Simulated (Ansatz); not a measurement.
# How much does the functional matter for the cell of CdSe?

The starting cell is an entry of the Crystallography Open Database (1963):

```xyz
4
Lattice="4.3000 0.0000 0.0000 -2.1500 3.7239 0.0000 0.0000 0.0000 7.0200" Properties=species:S:1:pos:R:3 pbc="T T T"
Cd    0.0000    2.4826    0.0000
Cd    2.1500    1.2413    3.5100
Se    0.0000    2.4826    2.7027
Se    2.1500    1.2413    6.2127
```

Atoms and cell were relaxed at zero pressure with plane-wave PAW DFT (Ansatz 0.2.0; one set of PAW datasets, made under PBE, for all functionals; 420 eV, r2SCAN 500 eV; 6×6×4 Γ-centred mesh, fermi-dirac occupations of width 0.020 eV; no spin polarisation, no spin-orbit coupling, no dispersion correction), keeping the symmetry (P6_3mc, No. 186).

**Question.** How do the functionals compare with each other and with the entry?

**Answer.** The relaxed conventional cells:

```tsv
functional	a (Å)	c (Å)	volume (Å³/atom)	formation energy (eV/atom)
LDA	4.249	6.938	27.12	-0.544
PBEsol	4.302	7.020	28.13	-0.570
PBE	4.383	7.154	29.76	-0.630
r2SCAN	4.341	7.077	28.87	-0.760
the entry	4.300	7.020	28.10	–
```

LDA gives the smallest volume and PBE the largest, 9.7 % more, the usual order, since LDA overbinds and PBE's gradient terms loosen the lattice. Against the entry's volume: LDA -3.5 %, PBEsol +0.1 %, PBE +5.9 %, r2SCAN +2.7 %. No verdict is drawn from this: the entry is old or was flagged in a check, so the entry may be off as well as the functionals. The formation energies span 0.22 eV an atom, lowest under r2SCAN.

Caveats: each relaxation keeps the start's symmetry, so a distorted cell may lie lower; computed cells are at 0 K with fixed nuclei, while the entry holds thermal expansion, often some tenths of a per cent in volume and more in soft crystals; formation energies are at zero smearing against the elements' usual phases under the same functional, gases as free molecules, uncorrected.
